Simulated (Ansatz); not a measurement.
## GaP: pressure against volume, fitted

```
CELL_PARAMETERS angstrom
0.00000 2.72525 2.72525
2.72525 0.00000 2.72525
2.72525 2.72525 0.00000
ATOMIC_POSITIONS crystal
Ga 0.00000 0.00000 0.00000
P 0.75000 0.75000 0.75000
```

Atoms are numbered in the order listed.

The cell is COD entry 9008846, as deposited and not checked against the literature; nothing was relaxed.

Computed with Ansatz 0.2.0, DFT, PBEsol, all-electron LAPW, scalar-relativistic.

Settings: a Γ-centred 12×12×12 k mesh, Fermi–Dirac smearing of 0.08 eV, basis error target 0.5 meV/atom, no spin polarisation.

The cell is scaled evenly. Fractional coordinates are held (clamped ions).

```json
{"V (Å³/atom)": "19.026", "P (GPa)": "5.29"}
{"V (Å³/atom)": "19.836", "P (GPa)": "1.18"}
{"V (Å³/atom)": "20.038", "P (GPa)": "0.28"}
{"V (Å³/atom)": "20.240", "P (GPa)": "-0.57"}
{"V (Å³/atom)": "20.443", "P (GPa)": "-1.37"}
{"V (Å³/atom)": "20.645", "P (GPa)": "-2.12"}
{"V (Å³/atom)": "21.050", "P (GPa)": "-3.52"}
{"V (Å³/atom)": "21.455", "P (GPa)": "-4.77"}
```

(1) Fit a third-order Birch–Murnaghan curve to the pressures.

(2) Predict the pressure at the withheld volume, 19.431 Å³/atom.

Answers

(1) P = (3B0/2)(y^(7/2) − y^(5/2))[1 + (3/4)(B0′ − 4)(y − 1)] with y = (V0/V)^(2/3) fits within 0.01 GPa for V0 = 20.104 Å³/atom, B0 = 84.8 GPa and B0′ = 4.48.

(2) There y = 1.0230, so the fit gives 3.12 GPa; the run gave 3.12 GPa.
